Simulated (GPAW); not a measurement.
# Si (P6/mmm) in GPAW: settings compared

Aim: see how the results for Si move with the level of theory and the settings. Levels: r2SCAN, r4SCAN. Tasks: single point, relaxation of cell and atoms.

All numbers are computed with GPAW 26.7.0; they aren't measurements. Logs are shortened: lines on timing, memory, paths and dates and some standing lists are left out, and cuts for length are marked. The log counts tension as positive stress, the text compression.

## (1) Starting point

It takes space group P6/mmm (No. 191, hexagonal). The conventional cell has a = 2.621 Å, b = 2.621 Å, c = 2.466 Å, α = 90.00°, β = 90.00°, γ = 120.00°. Si (site symmetry 6/mmm) is surrounded by 8 Si at 2.47 to 2.62 Å.

This isn't the form of Si at room conditions, which is diamond.

## (2) Single point, r2SCAN

File run.py:

```python
from ase import Atoms
from ase.dft.bandgap import bandgap
from ase.io import write
from ase.units import GPa
from gpaw import GPAW, PW

atoms = Atoms(['Si'],
              cell=[[2.6205428149, 0.0, 0.0],
                    [-1.3102714075, 2.2694566494, 0.0],
                    [0.0, 0.0, 2.46635439]],
              scaled_positions=[[0.0, 0.0, 0.0]],
              pbc=True)

calc = GPAW(mode=PW(500),
            xc='MGGA_X_R2SCAN+MGGA_C_R2SCAN',
            kpts={'size': (9, 9, 9), 'gamma': True},
            occupations={'name': 'fermi-dirac', 'width': 0.05},
            nbands=8,
            maxiter=120,
            txt='gpaw.txt')
atoms.calc = calc
energy = atoms.get_potential_energy()
forces = atoms.get_forces()
stress = atoms.get_stress()
calc.write('gs.gpw')
write('result.traj', atoms)
print(f'Energy: {energy:.6f} eV')
print('Forces (eV/A):')
print(forces.round(4))
print('Stress (GPa):', (stress / GPa).round(3))
print('Fermi level:', round(calc.get_fermi_level(), 4), 'eV')
print(f'Gap: {bandgap(calc)[0]:.4f} eV, direct: {bandgap(calc, direct=True)[0]:.4f} eV')
```

Potentials or basis: GPAW PAW data sets (gpaw-data 1.2.1), pw.

On the command line:

```console
$ OMP_NUM_THREADS=1 python run.py
```

gpaw.txt:

```text
__  _  _
 | _ |_)|_||  |
 |__||  | ||/\| - 26.7.0

Input parameters:
  mode=PW(ecut=500.0),
  kpts=MonkhorstPack(size=(9, 9, 9), gamma=True),
  maxiter=120,
  nbands=8,
  occupations=Occupations(name='fermi-dirac', width=0.05),
  xc=XC(name='MGGA_X_R2SCAN+MGGA_C_R2SCAN')

Diagonalizing LCAO Hamiltonian
Converting LCAO to pw mode

       Si

Atoms  # Å, Bohr magnetons
|   | symbol |        x |        y |        z |    initial magnetic moments |
|---|--------|----------|----------|----------|-----------------------------|
| 0 |     Si | 0.000000 | 0.000000 | 0.000000 | ( 0.0000,  0.0000,  0.0000) |

Unit cell  # Å
| periodic |         x |        y |        z |  lengths |     angles |
|----------|-----------|----------|----------|----------|------------|
|      yes |  2.620543 | 0.000000 | 0.000000 | 2.620543 |  90.000000 |
|      yes | -1.310271 | 2.269457 | 0.000000 | 2.620543 |  90.000000 |
|      yes |  0.000000 | 0.000000 | 2.466354 | 2.466354 | 120.000000 |

Number of symmetries: 24
Symmetry operations  # r_c * U_cc + t_c -> r_c
|    | kind |            matrix            |
|----|------|------------------------------|
|  0 |  σ   |  1, 1, 0,  0,-1, 0,  0, 0, 1 |
|  1 |  C2  |  1, 1, 0,  0,-1, 0,  0, 0,-1 |
|  2 |  C6  |  1, 1, 0, -1, 0, 0,  0, 0, 1 |
|  3 |  S6  |  1, 1, 0, -1, 0, 0,  0, 0,-1 |
|  4 |  E   |  1, 0, 0,  0, 1, 0,  0, 0, 1 |
|  5 |  σ   |  1, 0, 0,  0, 1, 0,  0, 0,-1 |
|  6 |  σ   |  1, 0, 0, -1,-1, 0,  0, 0, 1 |
|  7 |  C2  |  1, 0, 0, -1,-1, 0,  0, 0,-1 |
|  8 |  σ   |  0, 1, 0,  1, 0, 0,  0, 0, 1 |
|  9 |  C2  |  0, 1, 0,  1, 0, 0,  0, 0,-1 |
| 10 |  C3  |  0, 1, 0, -1,-1, 0,  0, 0, 1 |
| 11 |  S3  |  0, 1, 0, -1,-1, 0,  0, 0,-1 |
| 12 |  C6  |  0,-1, 0,  1, 1, 0,  0, 0, 1 |
| 13 |  S6  |  0,-1, 0,  1, 1, 0,  0, 0,-1 |
| 14 |  σ   |  0,-1, 0, -1, 0, 0,  0, 0, 1 |
| 15 |  C2  |  0,-1, 0, -1, 0, 0,  0, 0,-1 |
| 16 |  σ   | -1, 0, 0,  1, 1, 0,  0, 0, 1 |
| 17 |  C2  | -1, 0, 0,  1, 1, 0,  0, 0,-1 |
| 18 |  C2  | -1, 0, 0,  0,-1, 0,  0, 0, 1 |
| 19 |  i   | -1, 0, 0,  0,-1, 0,  0, 0,-1 |
| 20 |  C3  | -1,-1, 0,  1, 0, 0,  0, 0, 1 |
| 21 |  S3  | -1,-1, 0,  1, 0, 0,  0, 0,-1 |
| 22 |  σ   | -1,-1, 0,  0, 1, 0,  0, 0, 1 |
| 23 |  C2  | -1,-1, 0,  0, 1, 0,  0, 0,-1 |

BZ-sampling:
  Number of BZ points: 729
  Number of IBZ points: 60

  Monkhorst-Pack size: [9, 9, 9]
  Monkhorst-Pack shift: [0, 0, 0]

K-points  # in reciprocal-cell coordinates
|     |                                coordinates |     weight |
|-----|--------------------------------------------|------------|
|   0 | (  0.00000000,   0.00000000,   0.00000000) | 0.00137174 |
|   1 | (  0.00000000,   0.00000000,   0.11111111) | 0.00274348 |
|   2 | (  0.00000000,   0.00000000,   0.22222222) | 0.00274348 |
|   3 | (  0.00000000,   0.00000000,   0.33333333) | 0.00274348 |
|   4 | (  0.00000000,   0.00000000,   0.44444444) | 0.00274348 |
|   5 | (  0.11111111,   0.00000000,   0.00000000) | 0.00823045 |
|   6 | (  0.11111111,   0.00000000,   0.11111111) | 0.01646091 |
|   7 | (  0.11111111,   0.00000000,   0.22222222) | 0.01646091 |
|   8 | (  0.11111111,   0.00000000,   0.33333333) | 0.01646091 |
|   9 | (  0.11111111,   0.00000000,   0.44444444) | 0.01646091 |
| ... |                                            |            |
|  59 | (  0.44444444,   0.44444444,   0.44444444) | 0.01646091 |

Plane wave coefficients: 393
Cutoff: 500.0 eV

Spin-components: 1 (collinear spins)
Bands:           8
Projectors:      5
Spin-degeneracy: 2
Datatype:        complex128

Parallelization:
  kpt:    1
  domain: 1
  band:   1

Density:
  Valence electrons: 4.0
  Components: 1
  Grid points: [14 14 14]
  Charge: 0.0  # |e|

Potential:
  Grid points: [14 14 14]

species:
  Si:
    name:    Silicon
    Z:       14.0
    valence: 4
    core:    10
    charge:  0.0  # [|e|]
    compensation charges:
      type: gauss
      rc: 0.33  # [Å]
      lmax: 2
    cutoffs:
      filter: 1.86  # [Å]
      core: 2.06  # [Å]
    projectors
    | kind |    occ | energy [eV] | rcut [Å] |
    |------|--------|-------------|----------|
    |   3s |  2.000 |     -10.812 |    1.058 |
    |   3p |  2.000 |      -4.081 |    1.058 |
    |    s |        |      16.399 |    1.058 |
    |    p |        |      23.130 |    1.058 |
    |    d |        |       0.000 |    1.058 |

    Using partial waves for Si as LCAO basis

Reference energy: -7886.344250  # eV

eigensolver:
  PPCG
  Converge bands: occupied
  niter=2

density mixing:
  MSR1-Mixer
  Pratt-step length: 0.05
  Maximum mixing coefficient: 0.75
  Old densities: 10
  SVD Regularization: 0.005
  Good broyden scale: 1.0
  Trust region scale: 1.0
  Backstep threshold: 4.0
  History deletion threshold: 6.0
  Fourier metric: weight=20.0, sigma=0.015

occupation numbers:
  Fermi-Dirac:
    width: 0.0500  # eV

poisson solver:
  ecut: 4000.0  # eV

xc functional:
  name: MGGA_X_R2SCAN+MGGA_C_R2SCAN with 2 nearest neighbor stencil

convergence criteria:
- Maximum [total energy] change in last 3 cyles: 0.0005 eV / valence electron
- Maximum integral of absolute [dens]ity change: 0.0001 electrons / valence electron
- Maximum integral of absolute [eigenst]ate change: 4e-08 eV^2 / valence electron
maximum number of iterations: 120

SCF iterations
|iter     | |      energy | eigst |  dens |
|---------|-|-------------|-------|-------|
|iter:   1| |   -8.632663 | -0.09 |       |
|iter:   2| |   -8.146236 | -1.70 | -1.15 |
|iter:   3| |-7585.339124 | +3.92 | -1.13 |
|iter:   4| |   -5.202742 | +2.86 | +1.44 |
|iter:   5| |   -8.177825 | +0.01 | -1.03 |
|iter:   6| |   -8.189353 | -2.81 | -1.72 |
|iter:   7| |   -8.189209 | -4.22 | -1.91 |
|iter:   8| |   -8.189205c| -4.77 | -2.27 |
|iter:   9| |   -8.189203c| -5.93 | -3.26 |
|iter:  10| |   -8.189202c| -7.48c| -3.53 |
|iter:  11| |   -8.189202c| -7.62c| -4.68c|

Converged in 11 steps
Energy contributions relative to reference atoms: (reference = -7886.344250)

Energy contributions:
  Kinetic:           3.332230
  Coulomb:          -1.717352
  Zero:             -0.026098
  External:          0.000000
  Xc:               -9.775537
  Entropy:          -0.004889
  Spinorbit:         0.000000
  ----------------------------
  Free energy:      -8.191647
  Extrapolated:     -8.189202

dipole moment: (-2.846972, -4.931101, -5.358922)  # |e|*Ang

Fermi level: 9.151
Eigenvalues  # (at kpt = [0.000, 0.000, 0.000])
| band index |      eig [eV] | occ [0-2] |
|------------|---------------|-----------|
|          0 |        -5.926 |     2.000 |
|          1 |        16.879 |     0.000 |
|          2 |        17.449 |     0.000 |
|          3 |        20.092 |     0.000 |
|          4 |        20.092 |     0.000 |
|          5 |        22.027 |     0.000 |
|          6 |        22.027 |     0.000 |
|          7 |        28.018 |     0.000 |

No gap
No difference between direct/indirect transitions

Forces  # eV/Ang
|       x |       y |       z |
|---------|---------|---------|
| 0.00000 | 0.00000 | 0.00000 |  # Si   0

Stress tensor  # eV/Ang^3
|         x |         y |         z |
|-----------|-----------|-----------|
| -0.018828 | -0.000000 |  0.000000 |
| -0.000000 | -0.018828 |  0.000000 |
|  0.000000 |  0.000000 | -0.018437 |

# Writing to gs.gpw (mode='')
```

Wall time 10 s (1 thread of Arm Neoverse V2, shared host); peak memory 0.15 GiB.

Results:

```yaml
Free_energy: -8.1916 eV
Pressure: 3.0 GPa
Band_gap_on_the_k_mesh: none (metal or under the smearing width)
```

Caveat: the cutoff is short for stress and forces, so pressures can be off by a GPa or more; the PAW data sets were made with another functional, which shifts forces and pressure a little.

## (3) Relaxation of cell and atoms, r4SCAN, target pressure -1 GPa, at which the enthalpy is minimised

File run.py:

```python
from ase.filters import FrechetCellFilter
from ase.io import read, write
from ase.optimize import LBFGS
from ase.units import GPa
from gpaw import GPAW, PW

atoms = read('Si.cif')

calc = GPAW(mode=PW(600),
            xc='MGGA_X_R4SCAN+MGGA_C_R2SCAN',
            kpts={'size': (9, 9, 9), 'gamma': True},
            occupations={'name': 'fermi-dirac', 'width': 0.05},
            nbands=8,
            convergence={'density': 1e-06, 'energy': 1e-06, 'eigenstates': 1e-10},
            maxiter=150,
            txt='gpaw.txt')
atoms.calc = calc
opt = LBFGS(FrechetCellFilter(atoms, scalar_pressure=-1 * GPa), trajectory='relax.traj', logfile='-')
done = opt.run(fmax=0.05, steps=60)
calc.write('gs.gpw')
write('result.traj', atoms)
print('Converged:', done)
print('Cell:', atoms.cell.cellpar().round(4))
print('Volume:', round(atoms.get_volume(), 4))
print(atoms.get_scaled_positions().round(5))
```

File Si.cif:

```cif
data_Si
_cell_length_a 2.62054281
_cell_length_b 2.62054281
_cell_length_c 2.46635439
_cell_angle_alpha 90.00000000
_cell_angle_beta 90.00000000
_cell_angle_gamma 120.00000000
_space_group_name_H-M_alt 'P1'
_space_group_name_Hall 'P 1'
_space_group_IT_number 1
loop_
_space_group_symop_operation_xyz
'x,y,z'
loop_
_atom_site_label
_atom_site_type_symbol
_atom_site_symmetry_multiplicity
_atom_site_Wyckoff_symbol
_atom_site_fract_x
_atom_site_fract_y
_atom_site_fract_z
_atom_site_occupancy
Si1 Si 1 a 0.0000000000 0.0000000000 0.0000000000 1
```

Potentials or basis: GPAW PAW data sets (gpaw-data 1.2.1), pw.

On the command line:

```console
$ OMP_NUM_THREADS=1 python run.py
```

Run time: 8.7 min. Hardware: 1 thread of Arm Neoverse V1, shared host; peak memory 0.43 GiB.

It converged, with:

```yaml
Free_energy: -8.4237 eV
Relaxed_volume: 15.36 Å³/atom
Relaxed_cell: a = 2.707 Å, b = 2.707 Å, c = 2.421 Å, α = 90.00°, β = 90.00°, γ = 120.00°
Space_group_after_relaxing_to_0.05_Å: P6/mmm (No. 191)
Energy_change_on_relaxing_the_enthalpy_is_what_falls: -18.0 meV/atom
Ionic_steps: 22
Pressure_after_relaxing: -1.1 GPa
Band_gap_on_the_k_mesh: none (metal or under the smearing width)
```

Stress tensor (GPa, compression positive):
```
-1.13  0.00  0.00
 0.00 -1.13  0.00
 0.00  0.00 -1.00
```

Step by step:
```tsv
step	energy change (eV)	largest force (eV/Å)	pressure (GPa)	volume (Å³)
1	0.0000	0.0000	2.80	14.67
2	-0.0027	0.0000	0.97	14.89
3	-0.0020	0.0000	-1.04	15.14
4	-0.0020	0.0000	-1.14	15.17
5	-0.0024	0.0000	-0.92	15.11
6	-0.0010	0.0000	-0.79	15.07
7	-0.0022	0.0000	-0.95	15.12
8	-0.0023	0.0000	-0.89	15.14
9	-0.0025	0.0000	-0.94	15.11
10	-0.0008	0.0000	-0.80	15.07
11	-0.0022	0.0000	-0.95	15.12
12	-0.0022	0.0000	-0.91	15.14
13	-0.0025	0.0000	-0.93	15.10
14	0.0077	0.0000	-0.50	15.02
15	-0.0023	0.0000	-0.94	15.12
16	-0.0021	0.0000	-0.93	15.13
17	-0.0022	0.0000	-0.88	15.09
18	-0.0056	0.0000	-0.68	15.18
19	0.0262	0.0000	0.32	14.95
20	-0.0183	0.0000	-0.43	15.27
21	-0.0178	0.0000	-1.09	15.34
22	-0.0180	0.0000	-1.09	15.36
```

Final structure:
```
Si
1.0
     2.70657    0.00000    0.00000
    -1.35328    2.34396    0.00000
     0.00000    0.00000    2.42078
Si
1
Direct
  0.00000 0.00000 0.00000
```

Levels at points of the mesh, in eV from the Fermi level:
| k point | band 1 | band 2 | band 3 | band 4 |
| --- | --- | --- | --- | --- |
| (0.00, 0.00, 0.00) | -14.45 | 7.86 | 9.57 | 9.57 |

Caveat: later steps reuse the first step's grids; the PAW data sets were made with another functional, which shifts forces and pressure a little.
